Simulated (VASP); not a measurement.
# Settings for Mg: density of states

Mg, I4/mmm (no. 139), 1 atom in the cell. PBE; PAW potentials Mg (PBE set). VASP 6.6.1.

Wanted: density of states by 0.5 eV bins within 4 %; centre of the states within 12 eV below the valence top within 0.01 eV; states at the Fermi level within 4 %.

What the run is for: density of states; Accuracy asked: tight; k mesh of the density: 12 × 12 × 12.

POSCAR:
```
Mg
1.0
   -1.8359916300      1.8359916300      1.6794040200
    1.8359916300     -1.8359916300      1.6794040200
    1.8359916300      1.8359916300     -1.6794040200
Mg
1
Direct
    0.0000000000      0.0000000000      0.0000000000
```

The series start from Plane-wave cutoff (eV): 230; k-point mesh: 15 × 15 × 15; Energy points (NEDOS): 2001; Occupations for the DOS: ISMEAR=-5; Electronic threshold (eV): 1e-6; Precision mode (PREC): Accurate. Each series keeps the choices made before it, and each single choice may use up half of a tolerance. Times cover all steps of a run.

## Plane-wave cutoff (eV)

| Plane-wave cutoff (eV) | Density of states by 0.5 eV bins, largest deviation against the largest value | Centre of the states within 12 eV below the valence top (eV) | States at the Fermi level (states/eV/atom) | Time (s) |
|---|---|---|---|---|
| 160 | 0.28 % | -2.820 | 0.3679 | 9.3 |
| 200 | 0.14 % | -2.819 | 0.3683 | 9.6 |
| 230 | 0.07 % | -2.818 | 0.3684 | 12 |
| 260 | 0.035 % | -2.818 | 0.3686 | 12 |
| 320 | 0.018 % | -2.817 | 0.3686 | 22 |
| 400 | 0.018 % | -2.817 | 0.3686 | 26 |
| 450 (reference) | 0 % | -2.818 | 0.3686 | 31 |

Chosen: 160, the loosest value from which every tighter one stays within half of the tolerance.

## k-point mesh

| k-point mesh | Density of states by 0.5 eV bins, largest deviation against the largest value | Centre of the states within 12 eV below the valence top (eV) | States at the Fermi level (states/eV/atom) | Time (s) |
|---|---|---|---|---|
| 6 × 6 × 6 | 37 % | -2.963 | 0.2381 | 4.9 |
| 8 × 8 × 8 | 25 % | -2.897 | 0.315 | 4.8 |
| 10 × 10 × 10 | 18 % | -2.876 | 0.3347 | 5.6 |
| 12 × 12 × 12 | 10 % | -2.837 | 0.334 | 6.3 |
| 15 × 15 × 15 | 5.6 % | -2.820 | 0.3679 | 9.3 |
| 17 × 17 × 17 | 4.7 % | -2.814 | 0.3874 | 12 |
| 22 × 22 × 22 | 2.8 % | -2.804 | 0.4177 | 23 |
| 26 × 26 × 26 | 1.4 % | -2.797 | 0.416 | 34 |
| 32 × 32 × 32 (reference) | 0 % | -2.800 | 0.4224 | 59 |

Chosen: 26 × 26 × 26.

## Energy points (NEDOS)

| Energy points (NEDOS) | Density of states by 0.5 eV bins, largest deviation against the largest value | Centre of the states within 12 eV below the valence top (eV) | States at the Fermi level (states/eV/atom) | Time (s) |
|---|---|---|---|---|
| 301 | 0.62 % | -2.831 | 0.4169 | 30 |
| 501 | 0.23 % | -2.810 | 0.4161 | 28 |
| 1001 | 0.16 % | -2.798 | 0.4159 | 29 |
| 2001 | 0.071 % | -2.797 | 0.416 | 34 |
| 4001 (reference) | 0 % | -2.797 | 0.416 | 30 |

Chosen: 1001.

## Occupations for the DOS

| Occupations for the DOS | Density of states by 0.5 eV bins, largest deviation against the largest value | Centre of the states within 12 eV below the valence top (eV) | States at the Fermi level (states/eV/atom) | Time (s) |
|---|---|---|---|---|
| ISMEAR=-5 | 0 % | -2.798 | 0.4159 | 29 |
| ISMEAR=-4 | 0 % | -2.798 | 0.4159 | 32 |
| ISMEAR=0 SIGMA=0.05 | 4.3 % | -2.803 | 0.4476 | 15 |
| ISMEAR=0 SIGMA=0.1 | 3.6 % | -2.802 | 0.4214 | 15 |
| ISMEAR=-15 SIGMA=0.025 | 0 % | -2.798 | 0.4159 | 40 |
| ISMEAR=1 SIGMA=0.1 | 4.2 % | -2.803 | 0.4357 | 18 |

Chosen: ISMEAR=-5; no other choice that stays within half of the tolerance saves 30 % of the time.

## Electronic threshold (eV)

| Electronic threshold (eV) | Density of states by 0.5 eV bins, largest deviation against the largest value | Centre of the states within 12 eV below the valence top (eV) | States at the Fermi level (states/eV/atom) | Time (s) |
|---|---|---|---|---|
| 0.001 | 0.018 % | -2.798 | 0.4159 | 29 |
| 0.0001 | 0.018 % | -2.798 | 0.4159 | 30 |
| 1e-5 | 0.018 % | -2.798 | 0.4159 | 32 |
| 1e-6 (reference) | 0 % | -2.798 | 0.4159 | 29 |

Chosen: 0.001.

## Precision mode (PREC)

| Precision mode (PREC) | Density of states by 0.5 eV bins, largest deviation against the largest value | Centre of the states within 12 eV below the valence top (eV) | States at the Fermi level (states/eV/atom) | Time (s) |
|---|---|---|---|---|
| Normal | 0.018 % | -2.798 | 0.4159 | 26 |
| Accurate (reference) | 0 % | -2.798 | 0.4159 | 29 |

Chosen: Normal.

## All choices together

| Input | Density of states by 0.5 eV bins, largest deviation against the largest value | Centre of the states within 12 eV below the valence top (eV) | States at the Fermi level (states/eV/atom) | Time (s) |
|---|---|---|---|---|
| defaults for smearing, thresholds and mesh (naive) | 62 % | -2.976 | 0.6119 | 5.4 |
| chosen settings | 1.2 % | -2.798 | 0.4159 | 26 |
| reference settings throughout | 0 % | -2.793 | 0.4235 | 159 |

The tolerance is met.

## The input

INCAR.step1:
```
ALGO     = Normal         # electronic algorithm
EDIFF    = 0.001          # SCF threshold, eV
ENCUT    = 160            # plane-wave cutoff, eV
GGA      = PE             # functional
GGA_COMPAT= F            
ISMEAR   = 1              # smearing method
LASPH    = T              # aspherical terms in the spheres
LCHARG   = T              # write CHGCAR
LREAL    = F              # projectors in reciprocal space
LWAVE    = F              # write WAVECAR
NBANDS   = 15             # bands
NELM     = 120            # most SCF steps
PREC     = Normal         # precision mode
SIGMA    = 0.1            # smearing width, eV
```

INCAR.step2, as INCAR.step1 but for:
```
- ISMEAR = 1
- LCHARG = T
- SIGMA = 0.1
+ EMAX = 10.7797
+ EMIN = -14.2203
+ ICHARG = 11
+ ISMEAR = -5
+ LCHARG = F
+ LORBIT = 11
+ NEDOS = 1001
```

KPOINTS.step1:
```
k-points
0
Gamma
  12 12 12
```

KPOINTS.step2:
```
Automatic mesh
0
Gamma
  26 26 26
  0 0 0
```

Commands (each step's output is kept before the next begins):
```
cat potpaw_PBE.64/Mg/POTCAR > POTCAR
cp INCAR.step1 INCAR
cp KPOINTS.step1 KPOINTS
mpirun -np 1 vasp_std > vasp.out
cp INCAR.step2 INCAR
cp KPOINTS.step2 KPOINTS
mpirun -np 1 vasp_std > vasp.out
```

The chosen input took VASP 6.6.1 26 s on 1 core (Intel Xeon 6975P-C (Granite Rapids)), a shared host.

## An input that fails: tetrahedra on too few k points

VASP's message: IBZKPT: tetrahedron method fails for NKPT<4. NKPT = 1.

k mesh: 15 × 15 × 15 becomes 1 × 1 × 1.

Changes against the starting input:
```
(step 2)
- NELM = 120
+ NELM = 94
```
